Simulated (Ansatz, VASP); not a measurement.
# One calculation of Mg, two programs

```
Mg
1.0
     0.00000    2.28349    2.28349
     2.28349    0.00000    2.28349
     2.28349    2.28349    0.00000
Mg
1
Cartesian
  0.0000 0.0000 0.0000
```

Alike in both runs: task single point; functional PBE; k mesh 16 × 16 × 16; occupations gaussian, width 0.1 eV; no spin polarisation.

```csv
,VASP,Ansatz
version,VASP 6.6.1,Ansatz 0.2.0
potentials or method,"VASP PAW PBE potentials, release 64 (Mg)","scalar-relativistic, plane waves, PAW"
plane-wave cutoff (eV),520,420
valence electrons in the cell,2,10
```

VASP gave:

```
gap on the k mesh at the Fermi level (eV) : none
pressure (GPa)                            : -1.1
```

**Question.** Which values does Ansatz return?

**Answer.** gap on the k mesh at the Fermi level (eV): none; pressure (GPa): -1.0.

A gap of «none» marks a metal or a gap that the smearing closes. The two sets of potentials don't hold the same shells in valence.
